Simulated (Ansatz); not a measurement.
Ansatz (a program for electronic structure) input:

Ansatz 0.2 input:
```yaml
crystal:
  lattice:
    - [0.0, 3.088633493, 3.088633493]
    - [3.088633493, 0.0, 3.088633493]
    - [3.088633493, 3.088633493, 0.0]
  atoms:
    - { symbol: Sb, position: [0.75, 0.75, 0.75] }
    - { symbol: Al, position: [0.0, 0.0, 0.0] }
kpoints:
  mp_grid: { grid: [6, 6, 6] }
hamiltonian:
  xc: hse06
  pseudopotentials: { kind: paw }
scf:
  n_extra_bands: 6
  occupations: { method: fixed }
output:
  eigenvalues: true
  eigenstates:
    e_range: [-9.0, 10.3]
    kpoints:
      - [0.0, 0.0, 0.0]  # VBM
      - [0.0, 0.4375, 0.4375]  # CBM
      - [0.0, 0.0, 0.0]  # GAMMA
      - [0.5, 0.0, 0.5]  # X
      - [0.5, 0.5, 0.5]  # L
      - [0.5, 0.25, 0.75]  # W
      - [0.375, 0.375, 0.75]  # K
      - [0.625, 0.25, 0.625]  # U
```

Output (shortened):

```
Pseudopotential: Sb, paw, valence charge 15
Pseudopotential: Al, paw, valence charge 3
Functional definition: HSE06
davidson cushion auto → on  (no smearing: the cushion is to keep the highest requested band from converging to the state above it …
Crystal: 2 atoms, lattice volume = 58.929 Å³
Basis set: ecut = 420 eV, 1139 PW (Γ)
Bands: 15, of which v1, the nominal top of the filled ones, is band 9 counted from 1 (8 counted from 0)
Symmetry: 24 space group operations
Space group: F-43m (ITA 216), of the structure as read, at distance tolerance 3.9e-5 Å
k-points: 16 of 216 (time reversal used)
SCF iter   1: F=—  HF=-7022.316829 eV  |F-HF|=—  |Δ(HF+E_count)|=         —  Δρ=1.45e-3  dr2=2.65e-3  ethr=1.77e-3  ⟨swp⟩=10.0  Hψ=1240  notcnv=0
preconditioner: auto → none
SCF iter   2: F=—  HF=-7022.316800 eV  |F-HF|=—  |Δ(HF+E_count)|=   2.87e-5  Δρ=5.60e-4  dr2=2.80e-4  ethr=1.47e-5  ⟨swp⟩=4.4  Hψ=768  notcnv=0  defer=3
SCF iter   3: F=-7022.316880 eV  HF=-7022.316876 eV  |F-HF|=4.82e-6  |Δ(HF+E_count)|=   7.52e-5  Δρ=2.01e-4  dr2=3.54e-5  ethr=1.56e-6  ⟨swp⟩=3.2  Hψ=660  notcnv=0  defer=1
SCF 1 stopped early in 3 iterations: F = -7022.316880 eV  dr2 = 3.54e-5
Crystal: 2 atoms, lattice volume = 58.929 Å³
Exchange kernel: α = 0.2500, screened, ω = 0.2079 Å⁻¹, Wigner–Seitz truncation, v(0) = 1046.8583 eV·Å³, q-mesh 6×6×6, nearest image of the exchange supercell L …
Frozen-core exchange: fock
SCF iter   1: F=—  HF=-7027.143494 eV  |F-HF|=—  |Δ(HF+E_count)|=         —  Δρ=3.29e-3  dr2=5.20e-3  ethr=1.97e-6  ⟨swp⟩=7.5  Hψ=1300  notcnv=0
preconditioner: auto → none
SCF iter   2: F=—  HF=-7027.141743 eV  |F-HF|=—  |Δ(HF+E_count)|=   1.75e-3  Δρ=1.33e-3  dr2=8.37e-4  ethr=1.97e-6  ⟨swp⟩=4.1  Hψ=929  notcnv=0
SCF iter   3: F=—  HF=-7027.144764 eV  |F-HF|=—  |Δ(HF+E_count)|=   3.02e-3  Δρ=8.13e-4  dr2=2.09e-4  ethr=1.97e-6  ⟨swp⟩=4.0  Hψ=815  notcnv=0
iter 4 solved again at ethr=7.04e-8 eV; its pass at ethr=1.09e-6 eV (dr2=1.27e-5 eV) is discarded
SCF iter   4: F=—  HF=-7027.144718 eV  |F-HF|=—  |Δ(HF+E_count)|=   4.60e-5  Δρ=2.00e-4  dr2=1.76e-5  ethr=7.04e-8  ⟨swp⟩=3.1  Hψ=1145  notcnv=0
SCF iter   5: F=-7027.144758 eV  HF=-7027.144758 eV  |F-HF|=2.55e-7  |Δ(HF+E_count)|=   3.97e-5  Δρ=4.66e-5  dr2=1.54e-6  ethr=6.87e-8  ⟨swp⟩=3.8  Hψ=716  notcnv=0
SCF 2 stopped early in 5 iterations: F = -7027.144758 eV  dr2 = 1.54e-6
hybrid outer 1: dexx = +3.549e-3 eV, tail = 2.07e-5 eV
Crystal: 2 atoms, lattice volume = 58.929 Å³
Exchange kernel: α = 0.2500, screened, ω = 0.2079 Å⁻¹, Wigner–Seitz truncation, v(0) = 1046.8583 eV·Å³, q-mesh 6×6×6, nearest image of the exchange supercell L …
Frozen-core exchange: fock
SCF iter   1: F=—  HF=-7027.144742 eV  |F-HF|=—  |Δ(HF+E_count)|=         —  Δρ=2.56e-5  dr2=9.06e-7  ethr=5.74e-7  ⟨swp⟩=2.6  Hψ=555  notcnv=0
preconditioner: auto → none
iter 2 solved again at ethr=3.84e-10 eV; its pass at ethr=3.84e-9 eV (dr2=6.91e-8 eV) is discarded
SCF iter   2: F=-7027.144742 eV  HF=-7027.144742 eV  |F-HF|=2.98e-8  |Δ(HF+E_count)|=   9.54e-8  Δρ=1.12e-5  dr2=8.08e-8  ethr=3.84e-10  ⟨swp⟩=2.0  Hψ=1304  notcnv=0
SCF 3 converged in 2 iterations: F = -7027.144742 eV  dr2 = 8.08e-8
hybrid outer 2: dexx = +8.818e-8 eV, tail = 1.73e-7 eV, Δε = 4.48e-4 eV (about 9.14e-5 eV left of the loop's levels)
the search or the solves at the SCF's close seem to have found levels that the self-consistency loop had missed (the run counts 1) …
NSCF: frozen V_eff on 8 k-points
hybrid SCF converged: 2 outer / 7 inner (+3 warm-up), last move |dexx| = 8.82e-8 eV, tail = 1.73e-7 eV
Stability not checked (fock_operator)
Free energy (F): -7027.144742 eV
Frozen-core exchange: fock
Harris-Foulkes:  -7027.144742 eV  (|F-HF|=2.98e-8)
Internal energy: -7027.144742 eV  (E = F + TS)
E sigma→0 (E₀):  -7027.144742 eV
Fermi energy:    5.658488 eV
--- Per-component energies (eV) ---
  E_band       = -239.666941
  E_kinetic    = 229.397003
  E_local      = -1953.018530  (includes V_loc(G=0)·N_el)
  E_nonlocal   = 373.344336
  E_hartree    = 885.409865
  E_xc         = -143.103590
  E_vxc        = -100.737522  (∫ρ·V_xc dr)
  E_exx        = -44.188059  (= α·E_x^exact, valence–valence)
  E_paw        = -5040.391052  (= ΣΔE_a)
  E_vpaw       = -471.092357  (= ΣTr[D̂ρ^β])
  E_aug_tail   = -0.000003  (compensation charges beyond the density's cutoff)
  E_ewald      = -1334.575174
  E_core_change = -0.019538  (= ΣΔE_core)
  E_smearing   =  0.000000  (= −TS)
  E_closure    =  0.000000  (closes the sum)
  Σ components = -7027.144742   (vs F -7027.144742, Δ=0.00e0)
  [band-id]    e_kinetic+e_local+e_nonlocal+2·e_hartree+e_vxc+2·e_exx+e_vpaw+e_augmentation_tail = -239.663461   (vs E_band -239.666941, Δ=3.48e-3)
--- Band table (eV; the first three rows and the last of 16) ---
  k-point 0: bands = ["-24.7057", "-24.7057", "-24.7057", "-24.6824", "-24.6824", "-6.0514", "5.6585", "5.6585", "5.6585", "7.8953", "9.4665", "9.4665", "9.4665", "12.9455", "14.2935"]
  k-point 1: bands = ["-24.7055", "-24.7050", "-24.7050", "-24.6823", "-24.6823", "-5.7736", "3.4824", "5.3439", "5.3439", "8.3249", "9.9369", "9.9369", "10.7241", "13.5041", "13.5041"]
  k-point 2: bands = ["-24.7049", "-24.7035", "-24.7035", "-24.6819", "-24.6819", "-5.0503", "0.9535", "4.8763", "4.8763", "7.8072", "10.2186", "10.2186", "13.0886", "14.0068", "14.1480"]
  k-point 15: bands = ["-24.7063", "-24.7015", "-24.6995", "-24.6833", "-24.6804", "-3.8182", "-0.1559", "2.6221", "2.8844", "9.0453", "9.3932", "12.5196", "12.8865", "15.8672", "16.9995"]
```

Cost: roughly 100 core-seconds on shared cores.

The points marked VBM and CBM come from a semilocal run.

The cell was relaxed with r²SCAN under the symmetry of its start; of distortions, only those at the zone centre were tested. Scalar-relativistic: spin–orbit coupling is off unless named, which matters more the heavier the elements.

Potentials: the later of the program's two PAW sets.

Ansatz is a plane-wave DFT program.
